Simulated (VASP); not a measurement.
# SnTe (Fm-3m) in VASP: a series of runs

The runs below take SnTe through single point, with PBEsol.

Everything below comes from runs of VASP 6.6.1. Logs are shortened: lines on timing, memory, paths and dates and some standing lists are left out, and cuts for length are marked.

**Measured values to compare with.**

From a printed reference work, textbook, for a bulk crystal of SnTe at 300 K: band gap 0.18 eV (direct).

How close the calculation comes is told below.

### Step 1. The cell of the first run

Symmetry: Fm-3m, No. 225, cubic system. The conventional cell has a = 6.225 Å, b = 6.225 Å, c = 6.225 Å, α = 90.00°, β = 90.00°, γ = 90.00°. Within 4.1 Å of Sn (site symmetry m-3m) lie 6 Te at 3.11 Å. Te (site symmetry m-3m) has 6 Sn at 3.11 Å within 4.1 Å.

### Step 2. Single point, PBEsol (volume scaled by 0.97)

Contents of INCAR:

```
  PREC = Accurate
  ENCUT = 520
  EDIFF = 1E-6
  ISMEAR = 0
  SIGMA = 0.01
  LREAL = False
  LASPH = True
  NELM = 80
  ALGO = Normal
  ISIF = 2
  LWAVE = False
  LCHARG = True
  GGA = PS
  LELF = True
  LVHAR = True
  NBANDS = 17
```

Contents of KPOINTS:

```
regular mesh
0
Gamma
  10 10 10
```

Contents of POSCAR:

```
SnTe
1.0
    0.0000000000      3.1122642764      3.1122642764
    3.1122642764      0.0000000000      3.1122642764
    3.1122642764      3.1122642764      0.0000000000
Sn Te
1 1
Direct
    0.0000000000      0.0000000000      0.0000000000
    0.5000000000      0.5000000000      0.5000000000
```

Potentials or basis: VASP PAW PBE potentials, release 64 (Sn_d, Te).

Started as:

```sh
$ cat potpaw_PBE.64/Sn_d/POTCAR potpaw_PBE.64/Te/POTCAR > POTCAR
$ mpirun -np 1 vasp_std > vasp.out
```

OUTCAR:

```text
PREC = Accurate
   ENCUT = 520
   EDIFF = 1E-6
   ISMEAR = 0
   LREAL = False
   LASPH = True
   NELM = 80
   ISIF = 2
   GGA = PS

 ion  position               nearest neighbor table
   1  0.000  0.000  0.000-   2 3.11   2 3.11   2 3.11   2 3.11   2 3.11   2 3.11
   2  0.500  0.500  0.500-   1 3.11   1 3.11   1 3.11   1 3.11   1 3.11   1 3.11

  LATTYP: Found a face centered cubic cell.
 ALAT       =     6.2245285528

  Lattice vectors:

 A1 = (   0.0000000000,   3.1122642764,   3.1122642764)
 A2 = (   3.1122642764,   0.0000000000,   3.1122642764)
 A3 = (   3.1122642764,   3.1122642764,   0.0000000000)

Analysis of symmetry for initial positions (statically):
=====================================================================
 Subroutine PRICEL returns:
 Original cell was already a primitive cell.

 Routine SETGRP: Setting up the symmetry group for a
 face centered cubic supercell.

 Subroutine GETGRP returns: Found 48 space group operations
 (whereof 48 operations were pure point group operations)
 out of a pool of 48 trial point group operations.

The static configuration has the point symmetry O_h .

Analysis of symmetry for dynamics (positions and initial velocities):
=====================================================================
 Subroutine PRICEL returns:
 Original cell was already a primitive cell.

 Routine SETGRP: Setting up the symmetry group for a
 face centered cubic supercell.

 Subroutine GETGRP returns: Found 48 space group operations
 (whereof 48 operations were pure point group operations)
 out of a pool of 48 trial point group operations.

The dynamic configuration has the point symmetry O_h .

 Subroutine INISYM returns: Found 48 space group operations
 (whereof 48 operations are pure point group operations),
 and found     1 'primitive' translations

----------------------------------------------------------------------------------------

                                     Primitive cell

  volume of cell :      60.2920

  direct lattice vectors                    reciprocal lattice vectors
     0.000000000  3.112264276  3.112264276    -0.160654737  0.160654737  0.160654737
     3.112264276  0.000000000  3.112264276     0.160654737 -0.160654737  0.160654737
     3.112264276  3.112264276  0.000000000     0.160654737  0.160654737 -0.160654737

  length of vectors
     4.401406349  4.401406349  4.401406349     0.278262168  0.278262168  0.278262168

  position of ions in fractional coordinates (direct lattice)
     0.000000000  0.000000000  0.000000000
     0.500000000  0.500000000  0.500000000

  ion indices of the primitive-cell ions
   primitive index   ion index
                 1           1
                 2           2

----------------------------------------------------------------------------------------

 KPOINTS: regular mesh

Automatic generation of k-mesh.
 Grid dimensions read from file:
 generate k-points for:   10   10   10

 Generating k-lattice:

  Cartesian coordinates                     Fractional coordinates (reciprocal lattice)
    -0.016065474  0.016065474  0.016065474     0.100000000  0.000000000  0.000000000
     0.016065474 -0.016065474  0.016065474     0.000000000  0.100000000  0.000000000
     0.016065474  0.016065474 -0.016065474     0.000000000  0.000000000  0.100000000

  Length of vectors
     0.027826217  0.027826217  0.027826217

  Shift w.r.t. Gamma in fractional coordinates (k-lattice)
     0.000000000  0.000000000  0.000000000

 Subroutine IBZKPT returns following result:
 ===========================================

 Found     47 irreducible k-points:

 Following reciprocal coordinates:
            Coordinates               Weight
  0.000000  0.000000  0.000000      1.000000
  0.100000  0.000000  0.000000      8.000000
  0.200000  0.000000  0.000000      8.000000
  0.300000  0.000000  0.000000      8.000000
  0.400000  0.000000  0.000000      8.000000
  0.500000  0.000000  0.000000      4.000000
[... 16 lines left out ...]
  0.300000  0.300000  0.000000      6.000000
  0.400000  0.300000  0.000000     24.000000
 [... further k-points ...]
   k-points           NKPTS =     47   k-points in BZ     NKDIM =     47   number of bands    NBANDS=     17
   number of dos      NEDOS =    301   number of ions     NIONS =      2
   total plane-waves  NPLWV =  46656
   dimension x,y,z NGX =    36 NGY =   36 NGZ =   36
   dimension x,y,z NGXF=    72 NGYF=   72 NGZF=   72
   ions per type =               1   1
   NGX,Y,Z   is equivalent  to a cutoff of  13.60, 13.60, 13.60 a.u.
   NGXF,Y,Z  is equivalent  to a cutoff of  27.20, 27.20, 27.20 a.u.
 SYSTEM =  unknown system
   PREC   = accura    normal or accurate (medium, high low for compatibility)
   ISTART =      0    job   : 0-new  1-cont  2-samecut
   ICHARG =      2    charge: 1-file 2-atom 10-const
   ISPIN  =      1    spin polarized calculation?
   LNONCOLLINEAR =      F non collinear calculations
   LSORBIT =      F    spin-orbit coupling
   LASPH  =      T    aspherical Exc in radial PAW
   ENCUT  =  520.0 eV  38.22 Ry    6.18 a.u.   8.18  8.18  8.18*2*pi/ulx,y,z
   NELM   =     80;   NELMIN=  2; NELMDL= -5     # of ELM steps
   EDIFF  = 0.1E-05   stopping-criterion for ELM
   LREAL  =      F    real-space projection
   EDIFFG = 0.1E-04   stopping-criterion for IOM
   NSW    =      0    number of steps for IOM
   IBRION =     -1    ionic relax: 0-MD 1-quasi-New 2-CG
   NFREE  =      0    steps in history (QN), initial steepest desc. (CG)
   ISIF   =      2    stress and relaxation
   ISYM   =      2    0-nonsym 1-usesym 2-fastsym
   POTIM  = 0.5000    time-step for ionic-motion
   TEBEG  =    0.0;   TEEND  =   0.0 temperature during run
   PSTRESS=    0.0 pullay stress
   NELECT =      20.0000    total number of electrons
   NUPDOWN=      -1.0000    fix difference up-down
   EMIN   =  10.00;   EMAX   =-10.00  energy-range for DOS
   EFERMI =   0.00;   METHOD = LEGACY
   ISMEAR =     0;   SIGMA  =   0.01  broadening in eV -4-tet -1-fermi 0-gaus
   EFERMI_NEDOS =   21; number of points for ismear=-14 and -15
   IALGO  =     38    algorithm
   IMIX   =      4    mixing-type and parameters
     AMIX     =   0.40;   BMIX     =  1.00
     AMIX_MAG =   1.60;   BMIX_MAG =  1.00
  volume/ion in A,a.u.               =      30.15       203.44
  Fermi-wavevector in a.u.,A,eV,Ry     =   1.133266  2.141561 17.473838  1.284291
  Thomas-Fermi vector in A             =   2.269968
   LORBIT       =      0    0 simple, 1 ext, 2 COOP (PROOUT), +10 PAW based schemes
   GGA     = PS    functional components
   LHFCALC =     F    Hartree Fock is set to
   AEXX    =    0.0000 exact exchange contribution
   IVDW    =     0    specifies the selected vdW correction
   LEPSILON=     F    determine dielectric tensor
   LRPA    =     F    only Hartree local field effects (RPA)
 non-spin polarized calculation
 Gauss-broadening in eV      SIGMA  =   0.01
  energy-cutoff  :      520.00
  volume of cell :       60.29
 maximum number of plane-waves:      1639
 NGX is ok and might be reduce to    36
   NGX = 17   NGY = 17   NGZ = 17

 number of electron      19.9999997 magnetization

 Free energy of the ion-electron system (eV)
  ---------------------------------------------------
  ext. energy  EPLUGINS =         0.00000000
  ---------------------------------------------------
  free energy    TOTEN  =        -8.32973046 eV

  energy without entropy =       -8.32973046  energy(sigma->0) =       -8.32973046

 E-fermi :   7.2437     XC(G=0):  -9.8179

 val. band max:        7.2007620419   @ k =   0.5000   0.0000   0.0000
 cond. band min:       7.4547944618   @ k =   0.5000   0.0000   0.0000
 fundamental gap:      0.2540324199
 Fermi energy:         7.2437105308

 k-point     1 :       0.0000    0.0000    0.0000
  band No.  band energies     occupation
      1     -14.5253      2.00000
      2     -14.5253      2.00000
      3     -14.5162      2.00000
      4     -14.5162      2.00000
      5     -14.5162      2.00000
      6      -5.8260      2.00000
[... 9 lines left out ...]
     16      11.9247      0.00000
     17      13.8643      0.00000

 k-point     2 :       0.1000    0.0000    0.0000
  band No.  band energies     occupation
      1     -14.5258      2.00000
      2     -14.5258      2.00000
      3     -14.5160      2.00000
      4     -14.5155      2.00000
      5     -14.5155      2.00000
      6      -5.7363      2.00000
[... 9 lines left out ...]
     16      12.1432      0.00000
     17      14.6470      0.00000

 k-point     3 :       0.2000    0.0000    0.0000
  band No.  band energies     occupation
      1     -14.5273      2.00000
      2     -14.5273      2.00000
      3     -14.5155      2.00000
      4     -14.5135      2.00000
      5     -14.5135      2.00000
      6      -5.4762      2.00000
[... 9 lines left out ...]
     16      12.7446      0.00000
     17      16.3310      0.00000

 k-point     4 :       0.3000    0.0000    0.0000
  band No.  band energies     occupation
      1     -14.5293      2.00000
      2     -14.5293      2.00000
      3     -14.5150      2.00000
      4     -14.5109      2.00000
      5     -14.5109      2.00000
      6      -5.0815      2.00000
[... 9 lines left out ...]
     16      13.6894      0.00000
     17      18.1413      0.00000

 k-point     5 :       0.4000    0.0000    0.0000
  band No.  band energies     occupation
      1     -14.5311      2.00000
      2     -14.5311      2.00000
      3     -14.5146      2.00000
      4     -14.5087      2.00000
      5     -14.5087      2.00000
      6      -4.6544      2.00000
[... 9 lines left out ...]
     16      14.9307      0.00000
     17      17.3678      0.00000

 k-point     6 :       0.5000    0.0000    0.0000
  band No.  band energies     occupation
      1     -14.5317      2.00000
      2     -14.5317      2.00000
      3     -14.5144      2.00000
      4     -14.5079      2.00000
      5     -14.5079      2.00000
      6      -4.4418      2.00000
[... 9 lines left out ...]
     16      16.1498      0.00000
     17      16.1498      0.00000

 k-point     7 :       0.1000    0.1000    0.0000
  band No.  band energies     occupation
      1     -14.5271      2.00000
      2     -14.5248      2.00000
      3     -14.5166      2.00000
      4     -14.5150      2.00000
      5     -14.5150      2.00000
      6      -5.7065      2.00000
[... 9 lines left out ...]
     16      12.5283      0.00000
     17      14.2761      0.00000

 k-point     8 :       0.2000    0.1000    0.0000
  band No.  band energies     occupation
      1     -14.5291      2.00000
      2     -14.5250      2.00000
      3     -14.5166      2.00000
      4     -14.5135      2.00000
      5     -14.5132      2.00000
      6      -5.5034      2.00000
[... 9 lines left out ...]
     16      13.1938      0.00000
     17      15.0848      0.00000
[... 203 lines left out ...]
      1     -14.5367      2.00000
      2     -14.5272      2.00000
      3     -14.5147      2.00000
      4     -14.5087      2.00000
      5     -14.5065      2.00000
      6      -4.3485      2.00000
[... 9 lines left out ...]
     16      16.2963      0.00000
     17      17.0242      0.00000

 k-point    20 :      -0.4000    0.2000    0.0000
  band No.  band energies     occupation
      1     -14.5350      2.00000
      2     -14.5291      2.00000
      3     -14.5128      2.00000
      4     -14.5094      2.00000
      5     -14.5073      2.00000
      6      -4.2863      2.00000
[... 9 lines left out ...]
     16      14.8676      0.00000
     17      17.8542      0.00000

 k-point    21 :      -0.3000    0.2000    0.0000
  band No.  band energies     occupation
      1     -14.5322      2.00000
      2     -14.5302      2.00000
      3     -14.5129      2.00000
      4     -14.5097      2.00000
      5     -14.5092      2.00000
      6      -4.5611      2.00000
[... 9 lines left out ...]
     16      15.3172      0.00000
     17      16.7074      0.00000

 k-point    22 :      -0.2000    0.2000    0.0000
  band No.  band energies     occupation
      1     -14.5302      2.00000
      2     -14.5293      2.00000
      3     -14.5143      2.00000
      4     -14.5114      2.00000
      5     -14.5100      2.00000
      6      -4.9527      2.00000
[... 9 lines left out ...]
     16      15.4246      0.00000
     17      15.8403      0.00000

 k-point    23 :       0.3000    0.3000    0.0000
  band No.  band energies     occupation
      1     -14.5389      2.00000
      2     -14.5216      2.00000
      3     -14.5193      2.00000
      4     -14.5077      2.00000
      5     -14.5077      2.00000
      6      -4.8520      2.00000
[... 9 lines left out ...]
     16      15.8714      0.00000
     17      15.8741      0.00000

 k-point    24 :       0.4000    0.3000    0.0000
  band No.  band energies     occupation
      1     -14.5415      2.00000
      2     -14.5218      2.00000
      3     -14.5192      2.00000
      4     -14.5063      2.00000
      5     -14.5059      2.00000
      6      -4.5426      2.00000
[... 9 lines left out ...]
     16      16.5631      0.00000
     17      16.9982      0.00000

 [... further k-points ...]
[... 5 lines left out ...]
  --------------------------------------------------------------------------------------
  -------------------------------------------------------------------------------------
  Total        0.5772388      0.5772388      0.5772388      0.0000000      0.0000000      0.0000000
  in kB       15.3393413     15.3393413     15.3393413      0.0000000      0.0000000      0.0000000
  external PRESSURE =      15.3393413 kB  Pullay stress =       0.0000000 kB

 VOLUME and BASIS-vectors are now :
 -----------------------------------------------------------------------------
  energy-cutoff  :      520.00
  volume of cell :       60.29
      direct lattice vectors                 reciprocal lattice vectors
     0.000000000  3.112264276  3.112264276    -0.160654737  0.160654737  0.160654737
     3.112264276  0.000000000  3.112264276     0.160654737 -0.160654737  0.160654737
     3.112264276  3.112264276  0.000000000     0.160654737  0.160654737 -0.160654737

 POSITION                                       TOTAL-FORCE (eV/Angst)
 -----------------------------------------------------------------------------------
      0.00000      0.00000      0.00000        -0.000000     -0.000000     -0.000000
      3.11226      3.11226      3.11226         0.000000      0.000000      0.000000
 -----------------------------------------------------------------------------------
    total drift:                               -0.000000      0.000000      0.000000

  FREE ENERGIE OF THE ION-ELECTRON SYSTEM (eV)
  ---------------------------------------------------
  free  energy   TOTEN  =        -8.3297304633 eV

  energy  without entropy=       -8.3297304633  energy(sigma->0) =       -8.32973046
```

Wall time 1.8 min (1 thread of AMD EPYC 7R13, shared host); peak memory 0.2 GiB.

Results:

```yaml
Free_energy: -8.3297 eV
Pressure: 1.5 GPa
Band_gap_on_the_k_mesh: 0.25 eV, direct
```

Levels at points of the mesh, in eV from the valence-band top:
```
           k point  band 6  band 7  band 8  band 9  band 10  band 11  band 12  band 13  band 14  band 15
(0.00, 0.00, 0.00)  -13.03   -4.49   -2.16   -2.16    -2.16     3.49     3.49     3.49     4.72     4.72
(0.50, 0.00, 0.00)  -11.64   -8.49   -1.81   -1.81     0.00     0.25     0.36     0.36     7.86     8.93
(0.50, 0.50, 0.00)  -11.30   -6.45   -5.80   -3.86    -3.86     2.02     5.17     5.17     6.72     9.21
```

Caveat: the cell differs from its parent crystal (volume scaled by 0.97); the PAW data sets were made with another functional, which shifts forces and pressure a little; spin-orbit coupling is left out, which moves the levels of the heavy elements. A k mesh can miss the band edges.

### Step 3. Single point, PBEsol

This run uses another cell than the first one, of 31.08 Å³/atom, 1.031 times its volume.

Contents of INCAR:

```
PREC = Accurate
ENCUT = 520
EDIFF = 1E-6
ISMEAR = 0
SIGMA = 0.01
LREAL = F
LASPH = T
NELM = 80
ALGO = Normal
ISIF = 2
LWAVE = F
LCHARG = F
GGA = PS
NBANDS = 17
```

KPOINTS is that of step 2.

Contents of POSCAR:

```
SnTe
1.0
    0.0000000000      3.1440242687      3.1440242687
    3.1440242687      0.0000000000      3.1440242687
    3.1440242687      3.1440242687      0.0000000000
Sn Te
1 1
Direct
    0.0000000000      0.0000000000      0.0000000000
    0.5000000000      0.5000000000      0.5000000000
```

Potentials or basis: VASP PAW PBE potentials, release 64 (Sn_d, Te).

Started as:

```sh
$ cat potpaw_PBE.64/Sn_d/POTCAR potpaw_PBE.64/Te/POTCAR > POTCAR
$ mpirun -np 1 vasp_std > vasp.out
```

It took 94 s on 1 thread of AMD EPYC 7R13, shared host; peak memory 0.2 GiB.

The run converged. Its results:

- Free energy: -8.3390 eV
- Pressure: 0.0 GPa
- Band gap on the k mesh: 0.16 eV, direct

Levels at points of the mesh, in eV from the valence-band top:
```
           k point  band 8  band 9  band 10  band 11  band 12  band 13
(0.00, 0.00, 0.00)   -2.10   -2.10    -2.10     3.40     3.40     3.40
(0.50, 0.00, 0.00)   -1.76   -1.76     0.00     0.16     0.39     0.39
(0.50, 0.50, 0.00)   -5.59   -3.72    -3.72     2.13     5.00     5.00
```

Caveat: the PAW data sets were made with another functional, which shifts forces and pressure a little; spin-orbit coupling is left out, which moves the levels of the heavy elements.

### Step 4. Single point, PBEsol (volume scaled by 1.03)

Contents of INCAR:

```
SYSTEM = SnTe
  ALGO = Normal
  EDIFF = 1E-6
  ENCUT = 520
  GGA = PS
  ISIF = 2
  ISMEAR = 0
  LASPH = .True.
  LCHARG = .False.
  LREAL = .False.
  LWAVE = .False.
  NBANDS = 17
  NELM = 80
  PREC = Accurate
  SIGMA = 0.01
```

Contents of KPOINTS:

```
k-points
0
Gamma
  10 10 10
  0 0 0
```

Contents of POSCAR:

```
SnTe
1.0
    0.0000000000      3.1751552464      3.1751552464
    3.1751552464      0.0000000000      3.1751552464
    3.1751552464      3.1751552464      0.0000000000
Sn Te
1 1
Direct
    0.0000000000      0.0000000000      0.0000000000
    0.5000000000      0.5000000000      0.5000000000
```

Started as:

```sh
$ cat potpaw_PBE.64/Sn_d/POTCAR potpaw_PBE.64/Te/POTCAR > POTCAR
$ mpirun -np 1 vasp_std > vasp.out
```

Run time: 93 s. Hardware: 1 thread of AMD EPYC 7R13, shared host; peak memory 0.2 GiB.

The run converged. Its results:

| Item | Value |
| --- | --- |
| Free energy | -8.3316 eV |
| Pressure | -1.3 GPa |
| Band gap on the k mesh | 0.07 eV, direct |

Levels at points of the mesh, in eV from the valence-band top:
```
           k point  band 7  band 8  band 9  band 10  band 11  band 12  band 13  band 14
(0.00, 0.00, 0.00)   -4.77   -2.03   -2.03    -2.03     3.32     3.32     3.32     4.79
(0.50, 0.00, 0.00)   -8.20   -1.70   -1.70     0.00     0.07     0.42     0.42     7.67
(0.50, 0.50, 0.00)   -6.44   -5.40   -3.60    -3.60     2.22     4.84     4.84     6.23
```

Caveat: the cell differs from its parent crystal (volume scaled by 1.03); the PAW data sets were made with another functional, which shifts forces and pressure a little; spin-orbit coupling is left out, which moves the levels of the heavy elements.

### Step 5. The runs side by side

```csv
cell,gap on the mesh (eV),pressure (GPa)
"a = 4.401 Å, angles 60.0°, 2 atoms",0.25,1.5
"a = 4.446 Å, angles 60.0°, 2 atoms",0.16,0.0
"a = 4.490 Å, angles 60.0°, 2 atoms",0.07,-1.3
```

Alike in all rows: task single point; level PBEsol; potentials or basis VASP PAW PBE potentials, release 64 (Sn_d, Te); no spin polarisation; k mesh 10 × 10 × 10; cutoff (eV) 520; smearing gaussian 0.01 eV.

Caveats: the PAW data sets were made with another functional, which shifts forces and pressure a little; spin-orbit coupling is left out, which moves the levels of the heavy elements.

Absolute energies hang on the potentials; compare differences alone.

### Step 6. Against experiment

Step 3. A measured gap of SnTe is 0.18 eV (direct; 300 K; a printed reference work, textbook); the calculated 0.16 eV misses it by -0.02 eV. Spin-orbit coupling on Sn, Te is left out. The value is that of PBEsol on a finite k mesh, which can miss the band edges, without temperature or zero-point motion. Semilocal functionals fall short of measured gaps as a rule.
